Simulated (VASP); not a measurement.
# BN: relaxation of cell and atoms with PBE+D3(BJ)

Crystal: BN.

```
CELL_PARAMETERS angstrom
2.49824 0.00000 0.00000
-1.24912 2.16354 0.00000
0.00000 0.00000 6.63570
ATOMIC_POSITIONS crystal
B 0.33333 0.66667 0.25000
B 0.66667 0.33333 0.75000
N 0.33333 0.66667 0.75000
N 0.66667 0.33333 0.25000
```

| Property | Result |
| --- | --- |
| Program | VASP 6.6.1 |
| Task | relaxation of cell and atoms |
| Functional | PBE |
| Dispersion | D3(BJ) |
| Potentials or basis | VASP PAW PBE potentials, release 64 (B, N) |
| Cutoff | 600 eV |
| k mesh | 12 × 12 × 4 |
| Occupations | gaussian, width 0.03 eV |
| Spin | no spin polarisation |
| Further INCAR settings | ALGO = Normal; EDIFF = 1e-06; IBRION = 2; EDIFFG = -0.01; NSW = 90; ISIF = 3 |

```
Relaxed volume                         : 8.95 Å³/atom
Relaxed cell                           : a = 2.506 Å, b = 2.506 Å, c = 6.584 Å, α = 90.00°, β = 90.00°, γ = 120.00°
Space group after relaxing (to 0.05 Å) : P6_3/mmc (No. 194)
Energy gained by relaxing              : 0.7 meV/atom
Ionic steps                            : 7
Pressure after relaxing                : 0.0 GPa
Band gap on the k mesh                 : 4.26 eV, indirect (least direct gap 4.63 eV)
Dispersion energy per atom             : -0.142 eV
```

Stress tensor (GPa, compression positive):
```
 0.05  0.00  0.00
 0.00  0.05  0.00
 0.00  0.00 -0.11
```

The path:
```tsv
step	energy change (eV)	largest force (eV/Å)	pressure (GPa)	volume (Å³)
1	0.0000	0.0000	2.26	35.87
2	0.0069	0.0000	-4.50	36.53
3	-0.0026	0.0000	-0.12	36.09
4	-0.0026	0.0000	-0.09	36.09
5	-0.0027	0.0000	-0.07	36.06
6	-0.0028	0.0000	-0.05	35.98
7	-0.0030	0.0000	-0.01	35.82
```

Final structure:
```cif
data_structure
_symmetry_space_group_name_H-M 'P 1'
_symmetry_Int_Tables_number 1
_cell_length_a 2.5063
_cell_length_b 2.5063
_cell_length_c 6.5843
_cell_angle_alpha 90.000
_cell_angle_beta 90.000
_cell_angle_gamma 120.000
_cell_volume 35.82
loop_
_atom_site_label
_atom_site_type_symbol
_atom_site_fract_x
_atom_site_fract_y
_atom_site_fract_z
_atom_site_occupancy
B1 B 0.33333 0.66667 0.25000 1
B2 B 0.66667 0.33333 0.75000 1
N1 N 0.33333 0.66667 0.75000 1
N2 N 0.66667 0.33333 0.25000 1
```

Levels at points of the mesh, in eV from the valence-band top:
```csv
k point,band 4,band 5,band 6,band 7,band 8,band 9,band 10,band 11,band 12
"(0.00, 0.00, 0.00)",-4.03,-1.34,-1.34,-1.30,-1.30,5.31,10.40,11.52,11.52
"(0.50, 0.00, 0.00)",-8.83,-4.14,-4.07,-1.47,-0.41,4.26,5.67,9.51,9.92
"(0.00, 0.00, 0.50)",-5.26,-1.32,-1.32,-1.32,-1.32,7.72,7.72,11.58,11.58
"(0.50, 0.00, 0.50)",-8.87,-4.11,-4.11,-0.92,-0.92,4.73,4.73,9.89,9.89
```

It took 16 s on 4 MPI ranks on Intel(R) Xeon(R) 6975P-C (Granite Rapids) (shared host), peak memory 0.18 GiB a rank.

A k mesh can miss the band edges. As with any semilocal functional, this PBE gap is likely too small.
